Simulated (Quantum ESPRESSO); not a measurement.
# CuO (Tenorite) (C2/c) in Quantum ESPRESSO: a series of runs

One crystal, CuO (Tenorite), is run at these levels: PBEsol, LDA; tasks: Wannier functions.

Program: Quantum ESPRESSO 7.5. These are calculated values, not measurements. Logs are shortened: lines on timing, memory, paths and dates and some standing lists are left out, and cuts for length are marked.

## Step 1: The structure

The structure is monoclinic, space group C2/c (No. 15). Conventional cell: a = 4.684 Å, b = 3.423 Å, c = 5.129 Å, α = 90.00°, β = 99.54°, γ = 90.00°. Cu (site symmetry -1) has 4 O at 1.95 to 1.96 Å as nearest neighbours. O (site symmetry 2) is surrounded by 4 Cu at 1.95 to 1.96 Å.

## Step 2: Wannier functions, PBEsol

Contents of pw.in:

```
&CONTROL
  calculation = 'scf'
  prefix = 'pwscf'
  outdir = './tmp'
  pseudo_dir = './pseudo'
  tprnfor = .true.
  tstress = .true.
  disk_io = 'low'
/
&SYSTEM
  ibrav = 0
  celldm(1) = 8
  nat = 4
  ntyp = 2
  ecutwfc = 56
  ecutrho = 448
  nbnd = 34
  occupations = 'smearing'
  smearing = 'fd'
  degauss = 0.00367493
/
&ELECTRONS
  conv_thr = 8d-10
  electron_maxstep = 120
  mixing_beta = 0.5
/
ATOMIC_SPECIES
Cu    63.5460 cu_pbesol_v1.2.uspp.F.UPF
O     15.9990 o_pbesol_v1.2.uspp.F.UPF
CELL_PARAMETERS alat
  0.5531818906194  -0.4042360396340   0.0000000000000
  0.5531818906194   0.4042360396340   0.0000000000000
 -0.2007898793840   0.0000000000000   1.1947484912637
ATOMIC_POSITIONS crystal
Cu     0.5000000000    0.0000000000    0.5000000000
Cu     0.0000000000    0.5000000000    0.0000000000
O      0.4184000000    0.5816000000    0.7500000000
O      0.5816000000    0.4184000000    0.2500000000
K_POINTS automatic
8 8 4 0 0 0
```

Contents of nscf.in:

```
&CONTROL
  calculation = 'nscf'
  prefix = 'pwscf'
  outdir = './tmp'
  pseudo_dir = './pseudo'
  disk_io = 'low'
/
&SYSTEM
  ibrav = 0
  celldm(1) = 8
  nat = 4
  ntyp = 2
  ecutwfc = 56
  ecutrho = 448
  nbnd = 47
  occupations = 'smearing'
  smearing = 'fd'
  degauss = 0.00367493
  nosym = .true.
  noinv = .true.
/
&ELECTRONS
  conv_thr = 1d-09
  electron_maxstep = 120
  mixing_beta = 0.5
  diago_full_acc = .true.
  startingwfc = 'random'
/
ATOMIC_SPECIES
Cu    63.5460 cu_pbesol_v1.2.uspp.F.UPF
O     15.9990 o_pbesol_v1.2.uspp.F.UPF
CELL_PARAMETERS alat
  0.5531818906194  -0.4042360396340   0.0000000000000
  0.5531818906194   0.4042360396340   0.0000000000000
 -0.2007898793840   0.0000000000000   1.1947484912637
ATOMIC_POSITIONS crystal
Cu     0.5000000000    0.0000000000    0.5000000000
Cu     0.0000000000    0.5000000000    0.0000000000
O      0.4184000000    0.5816000000    0.7500000000
O      0.5816000000    0.4184000000    0.2500000000
K_POINTS crystal
108
  0.00000000   0.00000000   0.00000000 9.25925926e-03
  0.00000000   0.00000000   0.33333333 9.25925926e-03
  0.00000000   0.00000000   0.66666667 9.25925926e-03
  0.00000000   0.16666667   0.00000000 9.25925926e-03
  0.00000000   0.16666667   0.33333333 9.25925926e-03
  0.00000000   0.16666667   0.66666667 9.25925926e-03
[... 100 lines left out ...]
  0.83333333   0.83333333   0.33333333 9.25925926e-03
  0.83333333   0.83333333   0.66666667 9.25925926e-03
```

Contents of pw2wan.in:

```
&INPUTPP
  prefix = 'pwscf'
  outdir = './tmp'
  seedname = 'w'
  write_mmn = .true.
  write_amn = .true.
/
```

Contents of bands.in:

```
&CONTROL
  calculation = 'bands'
  prefix = 'pwscf'
  outdir = './tmp'
  pseudo_dir = './pseudo'
  disk_io = 'low'
/
&SYSTEM
  ibrav = 0
  celldm(1) = 8
  nat = 4
  ntyp = 2
  ecutwfc = 56
  ecutrho = 448
  nbnd = 47
  occupations = 'smearing'
  smearing = 'fd'
  degauss = 0.00367493
/
&ELECTRONS
  conv_thr = 1d-08
  electron_maxstep = 120
  mixing_beta = 0.5
  diago_full_acc = .true.
  startingwfc = 'random'
/
ATOMIC_SPECIES
Cu    63.5460 cu_pbesol_v1.2.uspp.F.UPF
O     15.9990 o_pbesol_v1.2.uspp.F.UPF
CELL_PARAMETERS alat
  0.5531818906194  -0.4042360396340   0.0000000000000
  0.5531818906194   0.4042360396340   0.0000000000000
 -0.2007898793840   0.0000000000000   1.1947484912637
ATOMIC_POSITIONS crystal
Cu     0.5000000000    0.0000000000    0.5000000000
Cu     0.0000000000    0.5000000000    0.0000000000
O      0.4184000000    0.5816000000    0.7500000000
O      0.5816000000    0.4184000000    0.2500000000
K_POINTS crystal
67
  0.00000000   0.00000000   0.00000000 1
 -0.05555600  -0.05555600   0.00000000 1
 -0.11111100  -0.11111100   0.00000000 1
 -0.16666700  -0.16666700   0.00000000 1
 -0.22222200  -0.22222200   0.00000000 1
 -0.27777800  -0.27777800   0.00000000 1
[... 59 lines left out ...]
 -0.06250000   0.00000000   0.06250000 1
  0.00000000   0.00000000   0.00000000 1
```

Contents of w.win:

```
num_wann = 26
num_bands = 39
guiding_centres = true
dis_froz_max = 12.73
dis_num_iter = 600
dis_mix_ratio = 0.5
dis_conv_tol = 1.0d-9
num_iter = 0
search_shells = 100
kmesh_tol = 1.0d-4
conv_tol = 1.0d-8
conv_window = 4
num_print_cycles = 200
fermi_energy = 11.7316
bands_plot = true
write_hr = true
mp_grid = 6 6 3
exclude_bands = 1-8
begin projections
Cu: s;p;d
O: s;p
end projections
begin unit_cell_cart
ang
  2.3418500000  -1.7113000000   0.0000000000
  2.3418500000   1.7113000000   0.0000000000
 -0.8500274268   0.0000000000   5.0578693947
end unit_cell_cart
begin atoms_frac
Cu   0.5000000000   0.0000000000   0.5000000000
Cu   0.0000000000   0.5000000000   0.0000000000
O    0.4184000000   0.5816000000   0.7500000000
O    0.5816000000   0.4184000000   0.2500000000
end atoms_frac
begin kpoint_path
G   0.0000000000   0.0000000000   0.0000000000  Y  -0.5000000000  -0.5000000000   0.0000000000
Y  -0.5000000000  -0.5000000000   0.0000000000  F  -0.5247847702  -0.5247847702   0.3275098836
F  -0.5247847702  -0.5247847702   0.3275098836  L  -0.5000000000  -0.5000000000   0.5000000000
L  -0.5000000000  -0.5000000000   0.5000000000  I  -0.6335075857  -0.3664924143   0.5000000000
I1  -0.3664924143   0.3664924143   0.5000000000  Z   0.0000000000   0.0000000000   0.5000000000
Z   0.0000000000   0.0000000000   0.5000000000  F1  -0.4752152298  -0.4752152298   0.6724901164
Y  -0.5000000000  -0.5000000000   0.0000000000  X1  -0.6127316330  -0.3872683670   0.0000000000
X  -0.3872683670   0.3872683670   0.0000000000  G   0.0000000000   0.0000000000   0.0000000000
G   0.0000000000   0.0000000000   0.0000000000  N  -0.5000000000   0.0000000000   0.0000000000
M  -0.5000000000   0.0000000000   0.5000000000  G   0.0000000000   0.0000000000   0.0000000000
end kpoint_path
bands_num_points = 9
begin kpoints
  0.00000000   0.00000000   0.00000000
  0.00000000   0.00000000   0.33333333
  0.00000000   0.00000000   0.66666667
  0.00000000   0.16666667   0.00000000
  0.00000000   0.16666667   0.33333333
  0.00000000   0.16666667   0.66666667
[... 100 lines left out ...]
  0.83333333   0.83333333   0.33333333
  0.83333333   0.83333333   0.66666667
end kpoints
```

Potentials or basis: GBRV 1.5 PBEsol.

The run is started by

```
$ OMP_NUM_THREADS=1 pw.x -in pw.in > pw.out
$ OMP_NUM_THREADS=1 pw.x -in nscf.in > nscf.out
$ wannier90.x -pp w
$ OMP_NUM_THREADS=1 pw2wannier90.x -in pw2wan.in > pw2wan.out
$ wannier90.x w
$ OMP_NUM_THREADS=1 pw.x -in bands.in > bands.out
```

pw.out:

```text
This program is part of the open-source Quantum ESPRESSO suite
     for quantum simulation of materials; please cite
[... 9 lines left out ...]
     --------------------
     sticks:   dense  smooth     PW     G-vecs:    dense   smooth      PW
     Sum        1021     515    163                43821    15447    2739

     Using Slab Decomposition

     bravais-lattice index     =            0
     lattice parameter (alat)  =       8.0000  a.u.
     unit-cell volume          =     273.5769 (a.u.)^3
     number of atoms/cell      =            4
     number of atomic types    =            2
     number of electrons       =        50.00
     number of Kohn-Sham states=           34
     kinetic-energy cutoff     =      56.0000  Ry
     charge density cutoff     =     448.0000  Ry
     scf convergence threshold =      8.0E-10
     mixing beta               =       0.5000
     number of iterations used =            8  plain     mixing
     Exchange-correlation= SLA  PW   PSX  PSC
                           (   1   4  10   8   0   0   0)

     celldm(1)=   8.000000  celldm(2)=   0.000000  celldm(3)=   0.000000
     celldm(4)=   0.000000  celldm(5)=   0.000000  celldm(6)=   0.000000

     crystal axes: (cart. coord. in units of alat)
               a(1) = (   0.553182  -0.404236   0.000000 )
               a(2) = (   0.553182   0.404236   0.000000 )
               a(3) = (  -0.200790   0.000000   1.194748 )

     reciprocal axes: (cart. coord. in units 2 pi/alat)
               b(1) = (  0.903862 -1.236901  0.151903 )
               b(2) = (  0.903862  1.236901  0.151903 )
               b(3) = ( -0.000000  0.000000  0.836996 )

     PseudoPot. # 1 for Cu read from file:
     cu_pbesol_v1.2.uspp.F.UPF
     Pseudo is Ultrasoft + core correction, Zval = 19.0
     Generated by new atomic code, or converted to UPF format
     Using radial grid of  867 points,  6 beta functions with:
                l(1) =   0
                l(2) =   0
                l(3) =   1
                l(4) =   1
                l(5) =   2
                l(6) =   2
     Q(r) pseudized with  8 coefficients,  rinner =    1.150   1.150   1.150
                                                       1.150   1.150

     PseudoPot. # 2 for O  read from file:
     o_pbesol_v1.2.uspp.F.UPF
     Pseudo is Ultrasoft + core correction, Zval =  6.0
     Generated by new atomic code, or converted to UPF format
     Using radial grid of  737 points,  5 beta functions with:
                l(1) =   0
                l(2) =   0
                l(3) =   1
                l(4) =   1
                l(5) =   2
     Q(r) pseudized with  8 coefficients,  rinner =    0.900   0.900   0.900
                                                       0.900   0.900

     atomic species   valence    mass     pseudopotential
     Cu               19.00    63.54600     Cu( 1.00)
     O                 6.00    15.99900     O ( 1.00)

      4 Sym. Ops., with inversion, found ( 2 have fractional translation)

   Cartesian axes

     site n.     atom                  positions (alat units)
         1        Cu     tau(   1) = (   0.1761960  -0.2021180   0.5973742  )
         2        Cu     tau(   2) = (   0.2765909   0.2021180   0.0000000  )
         3        O      tau(   3) = (   0.4025895   0.0659713   0.8960614  )
         4        O      tau(   4) = (   0.5029844  -0.0659713   0.2986871  )

     number of k points=    78  Fermi-Dirac smearing, width (Ry)=  0.0037
                       cart. coord. in units 2pi/alat
        k(    1) = (   0.0000000   0.0000000   0.0000000), wk =   0.0078125
        k(    2) = (   0.0000000   0.0000000   0.2092491), wk =   0.0156250
        k(    3) = (   0.0000000   0.0000000  -0.4184981), wk =   0.0078125
        k(    4) = (   0.1129827   0.1546126   0.0189879), wk =   0.0312500
        k(    5) = (   0.1129827   0.1546126   0.2282370), wk =   0.0312500
        k(    6) = (   0.1129827   0.1546126  -0.3995102), wk =   0.0312500
[... 70 lines left out ...]
        k(   77) = (  -0.9038618   0.0000000   0.0573457), wk =   0.0156250
        k(   78) = (  -0.9038618   0.0000000  -0.5704015), wk =   0.0078125

     Dense  grid:    43821 G-vectors     FFT dimensions: (  40,  40,  72)

     Smooth grid:    15447 G-vectors     FFT dimensions: (  27,  27,  48)

     Check: negative core charge=   -0.000002

     Initial potential from superposition of free atoms

     starting charge      48.0000, renormalised to      50.0000
     Starting wfcs are   34 randomized atomic wfcs

     Self-consistent Calculation

     iteration #  1     ecut=    56.00 Ry     beta= 0.50
     Davidson diagonalization with overlap
     ethr =  1.00E-02,  avg # of iterations =  4.3

     total energy              =    -868.81813838 Ry
     estimated scf accuracy    <       4.77355017 Ry
[... 71 lines left out ...]
     iteration # 12     ecut=    56.00 Ry     beta= 0.50
     Davidson diagonalization with overlap
     ethr =  6.88E-12,  avg # of iterations =  2.6

     End of self-consistent calculation

          k = 0.0000 0.0000 0.0000 (  1951 PWs)   bands (ev):

  -100.5517-100.5510 -58.2424 -58.2421 -58.2114 -58.2028 -57.8397 -57.8393
    -8.2093  -6.8354   3.3911   6.0744   6.4764   8.3411   8.5281   8.5298
     8.5925   8.6901   8.9609   9.0494   9.2874   9.4606   9.5203  10.0248
    11.9269  12.6722  13.3246  17.5350  19.7576  24.8647  27.2275  27.8445
    28.2527  28.5535
[... 339 lines left out ...]
  -100.5513-100.5510 -58.2445 -58.2439 -58.2094 -58.2048 -57.8411 -57.8411
    -7.8062  -6.9567   4.2669   5.9196   6.3095   6.7085   7.3452   7.5723
     8.7743   9.1424   9.2475   9.4094   9.5061   9.6862   9.9488  10.0738
    11.4446  12.1526  15.3193  17.6551  20.8603  22.7397  24.1753  26.2837
    26.8998  28.0560

          k = 0.0000-0.3092-0.4185 (  1942 PWs)   bands (ev):

  -100.5511-100.5511 -58.2442 -58.2442 -58.2071 -58.2071 -57.8411 -57.8411
    -7.4076  -7.4076   5.3516   5.3516   6.4441   6.4441   7.1589   7.1589
     8.8878   8.8878   9.3211   9.3211   9.6553   9.6553  10.1732  10.1732
    11.6079  11.6079  16.4792  16.4792  22.8221  22.8221  23.8634  23.8634
    27.7706  27.7706
[... 139 lines left out ...]
  -100.5507-100.5506 -58.2497 -58.2482 -58.2075 -58.2065 -57.8449 -57.8440
    -7.3083  -6.7281   4.8526   5.4111   5.7691   6.0834   6.3075   7.3790
     9.0450   9.2888   9.3347   9.4243   9.7590   9.7817  10.0370  10.1483
    10.9725  12.0124  17.1246  17.7311  21.1721  21.3622  22.2929  24.8809
    26.1430  26.5410

          k = 0.0000-0.6185-0.4185 (  1944 PWs)   bands (ev):

  -100.5506-100.5506 -58.2490 -58.2490 -58.2070 -58.2070 -57.8444 -57.8444
    -7.0304  -7.0304   5.2432   5.2432   5.8777   5.8777   6.7789   6.7789
     9.1494   9.1494   9.3609   9.3609   9.8174   9.8174  10.1832  10.1832
    11.2770  11.2770  17.4574  17.4574  21.3350  21.3350  23.8090  23.8090
    26.3842  26.3842
[... 83 lines left out ...]
  -100.5501-100.5501 -58.2534 -58.2534 -58.2069 -58.2069 -57.8471 -57.8471
    -6.7727  -6.7727   5.2649   5.2649   5.6621   5.6621   6.5914   6.5914
     9.1234   9.1234   9.3731   9.3731   9.8822   9.8822  10.2034  10.2034
    11.4382  11.4382  17.3438  17.3438  20.6445  20.6445  23.8257  23.8257
    26.3238  26.3238

          k =-0.9039 0.0000-0.1519 (  1920 PWs)   bands (ev):

  -100.5501-100.5498 -58.2572 -58.2530 -58.2100 -58.2038 -57.8494 -57.8466
    -6.8844  -6.5157   4.1362   5.4968   5.6702   6.2188   6.9143   7.7515
     8.4734   9.0407   9.3994   9.4213   9.5414   9.5507  10.0700  10.4743
    11.0427  12.7996  14.8464  18.6403  20.0339  21.6041  22.9411  23.9721
    25.4942  26.5034

          k =-0.9039 0.0000 0.0573 (  1925 PWs)   bands (ev):

  -100.5501-100.5498 -58.2566 -58.2536 -58.2091 -58.2047 -57.8490 -57.8470
    -6.8337  -6.5732   4.3835   5.4243   5.8782   6.1521   6.5215   7.2497
     8.6293   9.3158   9.3924   9.4487   9.5962   9.7520  10.2977  10.4095
    10.9627  12.2625  15.4431  18.2113  19.7998  21.3302  23.7478  24.1529
    26.3541  26.9916

          k =-0.9039 0.0000-0.5704 (  1926 PWs)   bands (ev):

  -100.5500-100.5500 -58.2551 -58.2551 -58.2069 -58.2069 -57.8480 -57.8480
    -6.7067  -6.7067   5.0084   5.0084   5.9958   5.9958   6.5973   6.5973
     8.9577   8.9577   9.4303   9.4303  10.0217  10.0217  10.3818  10.3818
    11.3106  11.3106  16.7385  16.7385  20.5782  20.5782  24.4334  24.4334
    27.4576  27.4576

     the Fermi energy is    11.7316 ev

!    total energy              =    -871.35834653 Ry
     estimated scf accuracy    <          7.8E-10 Ry
     smearing contrib. (-TS)   =      -0.00130612 Ry
     internal energy E=F+TS    =    -871.35704041 Ry

     The total energy is F=E-TS. E is the sum of the following terms:
     one-electron contribution =    -619.82688046 Ry
     hartree contribution      =     336.65549003 Ry
     xc contribution           =     -91.01671698 Ry
     ewald contribution        =    -497.16893300 Ry

     convergence has been achieved in  12 iterations

     Forces acting on atoms (cartesian axes, Ry/au):

     atom    1 type  1   force =     0.00000000    0.00000000   -0.00000000
     atom    2 type  1   force =     0.00000000    0.00000000    0.00000000
     atom    3 type  2   force =    -0.00000000   -0.01373247   -0.00000000
     atom    4 type  2   force =     0.00000000    0.01373247    0.00000000

     Total force =     0.019421     Total SCF correction =     0.000003

     Computing stress (Cartesian axis) and pressure

          total   stress  (Ry/bohr**3)                   (kbar)     P=      -22.35
  -0.00018245   0.00000000  -0.00004320          -26.84        0.00       -6.35
   0.00000000  -0.00000405  -0.00000000            0.00       -0.60       -0.00
  -0.00004320   0.00000000  -0.00026935           -6.35        0.00      -39.62

=------------------------------------------------------------------------------=
   JOB DONE.
=------------------------------------------------------------------------------=
```

Wall time 8.3 min (1 thread of Intel Xeon Platinum 8259CL at 2.50GHz (Skylake/Cascade Lake), shared host); peak memory 0.27 GiB.

What came out:

```yaml
Free_energy: -11855.4343 eV
Pressure: -2.2 GPa
Largest_force: 0.353 eV/Å
Band_gap_on_the_k_mesh: none (metal or under the smearing width)
Total_Wannier_spread: 20.94 Å² over 26 functions
RMS_miss_of_the_Wannier_bands: 0.002 eV
```

Forces in eV/Å, atoms in the order of the input:
```
Cu   0.000  0.000  0.000
Cu   0.000  0.000  0.000
O    0.000 -0.353  0.000
O    0.000  0.353  0.000
```

Stress tensor (GPa, compression positive):
```
-2.68  0.00 -0.64
 0.00 -0.06  0.00
-0.64  0.00 -3.96
```

Levels at the corners of the path, in eV from the Fermi level:
| point | band 23 | band 24 | band 25 | band 26 | band 27 | band 28 |
| --- | --- | --- | --- | --- | --- | --- |
| Γ | -2.21 | -1.71 | 0.20 | 0.94 | 1.59 | 5.80 |
| Y | -1.66 | -1.26 | -0.69 | 1.07 | 3.11 | 6.91 |
| F | -1.37 | -1.36 | -0.68 | 0.18 | 4.03 | 5.96 |
| L | -1.35 | -1.35 | -0.42 | -0.42 | 5.01 | 5.01 |
| I | -1.54 | -1.54 | -0.30 | -0.30 | 5.66 | 5.66 |
| I1 | -1.54 | -1.54 | -0.30 | -0.30 | 5.66 | 5.66 |
| Z | -1.57 | -1.57 | 0.23 | 0.23 | 3.80 | 3.80 |
| F1 | -1.37 | -1.36 | -0.68 | 0.18 | 4.03 | 5.96 |
| Y | -1.66 | -1.26 | -0.69 | 1.07 | 3.11 | 6.91 |
| X1 | -1.44 | -1.35 | -1.34 | 0.89 | 4.68 | 6.99 |
| X | -1.44 | -1.35 | -1.34 | 0.89 | 4.68 | 6.99 |
| Γ | -2.21 | -1.71 | 0.20 | 0.94 | 1.59 | 5.80 |
| N | -1.57 | -1.45 | -0.01 | 0.25 | 4.65 | 6.11 |
| M | -1.76 | -1.65 | -0.10 | 0.74 | 4.91 | 6.40 |
| Γ | -2.21 | -1.71 | 0.20 | 0.94 | 1.59 | 5.80 |

Wannier functions:
```tsv
function	nearest atom	distance (Å)	spread (Å²)	on-site energy from the reference level (eV)
1	1 Cu	0.00	1.56	6.29
2	1 Cu	0.00	1.73	12.83
3	1 Cu	0.00	1.72	12.83
4	1 Cu	0.00	1.75	11.29
5	1 Cu	0.00	0.36	-2.66
6	1 Cu	0.00	0.34	-2.68
7	1 Cu	0.00	0.35	-2.61
8	1 Cu	0.00	0.36	-2.57
9	1 Cu	0.00	0.36	-2.57
10	2 Cu	0.00	1.56	6.29
11	2 Cu	0.00	1.73	12.83
12	2 Cu	0.00	1.72	12.83
13	2 Cu	0.00	1.75	11.29
14	2 Cu	0.00	0.36	-2.66
15	2 Cu	0.00	0.34	-2.68
16	2 Cu	0.00	0.35	-2.61
17	2 Cu	0.00	0.36	-2.57
18	2 Cu	0.00	0.36	-2.57
19	3 O	0.00	0.45	-17.11
20	3 O	0.01	0.48	-2.97
21	3 O	0.00	0.49	-2.97
22	3 O	0.02	0.53	-2.93
23	4 O	0.00	0.45	-17.11
24	4 O	0.01	0.48	-2.97
25	4 O	0.00	0.49	-2.97
26	4 O	0.02	0.53	-2.93
```

Parts of the spread (Å²): invariant 12.21, diagonal 0.001, off-diagonal 8.72, total 20.94. Against the direct bands the interpolation misses by 2 meV (root mean square) and 16 meV at most, for states up to 1 eV over the reference level.

Caveat: the run has no spin polarisation, though such a crystal can be magnetic; semilocal functionals often make such compounds metallic where correlation or magnetic order opens a gap, which also shifts bond lengths.

[end of part 1 of 2]
